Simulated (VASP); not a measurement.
Set up this calculation in VASP 6.6.1, as the native input.

```yaml
Task: relaxation of cell and atoms
Functional: PBE
Dispersion: D3(BJ)
Potentials_or_basis: VASP PAW PBE potentials, release 64 (Zr_sv, C)
Cutoff: 520 eV
k_mesh: 16 × 16 × 16
Occupations: gaussian, width 0.1 eV
Spin: no spin polarisation
Further_INCAR_settings: ALGO = Fast; EDIFF = 1e-07; IBRION = 2; EDIFFG = -0.002; NSW = 80; ISIF = 3
```

The structure of ZrC lies in POSCAR:

```
ZrC                                     
1.0
    0.0000000000      2.3372031751      2.3372031751
    2.3372031751      0.0000000000      2.3372031751
    2.3372031751      2.3372031751      0.0000000000
  Zr              C             
     1     1
Direct
     0.5000000000000000    0.5000000000000000    0.5000000000000000
     0.0000000000000000    1.0000000000000000    0.0000000000000000
```

One way to write it, as run:

INCAR

```
SYSTEM = ZrC
PREC = Accurate
ENCUT = 520
EDIFF = 1E-7
ISMEAR = 0
SIGMA = 0.1
LREAL = .False.
LASPH = .True.
NELM = 80
ALGO = Fast
ISIF = 3
LWAVE = .False.
LCHARG = .False.
GGA = PE
IVDW = 12
IBRION = 2
NSW = 80
EDIFFG = -0.002
```

KPOINTS

```
regular mesh
0
Gamma
  16 16 16
  0 0 0
```

Potentials or basis: VASP PAW PBE potentials, release 64 (Zr_sv, C).

Run with:

```sh
$ cat potpaw_PBE.64/Zr_sv/POTCAR potpaw_PBE.64/C/POTCAR > POTCAR
$ mpirun -np 1 vasp_std > vasp.out
```

Results of the run:

```
Pressure after relaxing    : 0.0 GPa
Band gap on the k mesh     : none (metal or under the smearing width)
Dispersion energy per atom : -0.407 eV
```

Caveat: the relaxation stopped at its first step, so nothing moved; pairwise dispersion overbinds metals, which lowers pressure and volume.

Wall time 100 s on 1 thread of Intel(R) Xeon(R) Platinum 8488C (Sapphire Rapids), with other jobs on the host, peak memory 0.2 GiB.
